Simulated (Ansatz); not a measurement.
# Te2Mo: the band gap up the ladder of functionals

An exercise on one series of results from a longer session: the logs are not shown, and one member is left open.

Code: Ansatz 0.2.0. PAW datasets, plane waves. Computed at 0 K without zero-point motion; spin polarisation is off.

## The system as given

The cell was relaxed beforehand with r2SCAN+rVV10.

Space group P6_3/mmc (No. 194), hexagonal; a = 3.542 Å, c = 14.177 Å in the conventional setting, 25.67 Å³ an atom. Near Te stand 3 Mo at 2.72 Å; near Mo stand 6 Te at 2.72 Å.

Coordinates:

```cif
data_structure
_symmetry_space_group_name_H-M 'P6_3/mmc'
_symmetry_Int_Tables_number 194
_cell_length_a 3.5421
_cell_length_b 3.5421
_cell_length_c 14.1766
_cell_angle_alpha 90.000
_cell_angle_beta 90.000
_cell_angle_gamma 120.000
_cell_volume 154.04
loop_
_atom_site_label
_atom_site_type_symbol
_atom_site_symmetry_multiplicity
_atom_site_Wyckoff_symbol
_atom_site_fract_x
_atom_site_fract_y
_atom_site_fract_z
_atom_site_occupancy
Te1 Te 4 f 0.33333 0.66667 0.62341 1
Mo1 Mo 2 c 0.33333 0.66667 0.25000 1
```

Set-up of the first run:

Contents of input.yaml:

```yaml
crystal:
  lattice:
    - [3.5421276629, 0.0, 0.0]
    - [-1.7710638315, 3.0675725395, 0.0]
    - [0.0, 0.0, 14.1766429168]
  atoms:
    - { symbol: Te, position: [0.3333333333, 0.6666666667, 0.6234149329] }
    - { symbol: Te, position: [0.6666666667, 0.3333333333, 0.1234149329] }
    - { symbol: Te, position: [0.3333333333, 0.6666666667, 0.8765850671] }
    - { symbol: Te, position: [0.6666666667, 0.3333333333, 0.3765850671] }
    - { symbol: Mo, position: [0.3333333333, 0.6666666667, 0.25] }
    - { symbol: Mo, position: [0.6666666667, 0.3333333333, 0.75] }
kpoints:
  mp_grid: { grid: [12, 12, 2] }
  band_path:
    path:
      - [[0.0, 0.0, 0.0], [0.5, 7.471596243308e-18, 0.0], [0.3333333333333, 0.3333333333333, 0.0], [0.0, 0.0, 0.0], [0.0, 0.0, 0.5], [0.5, 7.471596243308e-18, 0.5], [0.3333333333333, 0.3333333333333, 0.5], [0.0, 0.0, 0.5]]
      - [[0.5, 7.471596243308e-18, 0.5], [0.5, 7.471596243308e-18, 0.0]]
      - [[0.3333333333333, 0.3333333333333, 0.5], [0.3333333333333, 0.3333333333333, 0.0]]
    npoints: 10
hamiltonian:
  xc: pbe
scf:
  occupations: { method: fermi_dirac, width: 0.02 }
  n_extra_bands: 5
output:
  forces: true
  stress: true
  eigenvalues: true
```

Launch:

```
> ansatz run input.yaml --threads 2 --pin off --max-ram 20275MiB --backend cpu --events-out ev --progress --plain --runs-dir out
```

Steps of the session up to this table: Band structure with PBE; r2SCAN at the same geometry; HSE06; PBE+SOC at the same geometry; PBE0 at the same geometry; Single point with LDA; DDH-PBE0 at the same geometry; Single point with Hartree-Fock.

One table of the session follows, with a row left open; its other results are not shown here.

```
       level  gap (eV)
         PBE         ?
      r2SCAN      0.88
       HSE06      1.19
     PBE+SOC      0.76
        PBE0      1.83
         LDA      0.74
    DDH-PBE0      1.02
Hartree-Fock      5.07
```

**Question.** Estimate the row for PBE.

The run gave: gap (eV): 0.77. In the column «gap (eV)» it lies between PBE+SOC (0.76) and r2SCAN (0.88).

Meshes: PBE 12×12×2, r2SCAN 12×12×2, HSE06 6×6×2, PBE+SOC 12×12×2, PBE0 6×6×2, LDA 12×12×2, DDH-PBE0 6×6×2, Hartree-Fock 6×6×2

Caveats from the session: Warnings in the runs' records: stress exchange threshold loose, stress scf threshold loose.
